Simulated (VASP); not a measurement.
## MgO (Periclase): relaxation of the atoms with PBE

The system is MgO (Periclase).

```
Mg O
1.0
     0.00000    2.09380    2.09380
     2.09380    0.00000    2.09380
     2.09380    2.09380    0.00000
Mg O
1 1
Cartesian
  0.0000 0.0000 0.0000
  2.0938 2.0938 2.0938
```

The cell isn't the ideal one: a relaxed cell with its volume scaled by 0.96.

```
Program                : VASP 6.6.1
Task                   : relaxation of the atoms
Functional             : PBE
Potentials or basis    : VASP PAW PBE potentials, release 64 (Mg, O)
Cutoff                 : 600 eV
k mesh                 : 12 × 12 × 12
Occupations            : gaussian, width 0.03 eV
Spin                   : no spin polarisation
Further INCAR settings : ALGO = Normal; EDIFF = 1e-07; IBRION = 2; EDIFFG = -0.01; NSW = 40
```

- Pressure after relaxing: 6.8 GPa
- Band gap on the k mesh: 4.90 eV, direct

Final structure:
```xyz
2
Lattice="0.0000 2.0938 2.0938 2.0938 0.0000 2.0938 2.0938 2.0938 0.0000" Properties=species:S:1:pos:R:3 pbc="T T T"
Mg    0.0000    0.0000    0.0000
O     2.0938    2.0938    2.0938
```

Levels at points of the mesh, in eV from the valence-band top:
```
           k point  band 1  band 2  band 3  band 4  band 5  band 6  band 7  band 8
(0.00, 0.00, 0.00)  -17.35    0.00    0.00    0.00    4.90   15.90   15.90   15.90
(0.50, 0.00, 0.00)  -16.03   -4.69   -0.67   -0.67    8.01   12.81   16.49   16.49
(0.50, 0.50, 0.00)  -15.76   -4.16   -1.37   -1.37    9.14   10.16   13.29   19.24
```

Run time: 4.2 s on 1 thread of Intel(R) Xeon(R) 6975P-C (Granite Rapids) (shared host), peak memory 0.14 GiB.

Caveat: the relaxation stopped at its first step, so nothing moved. A k mesh can miss the band edges.
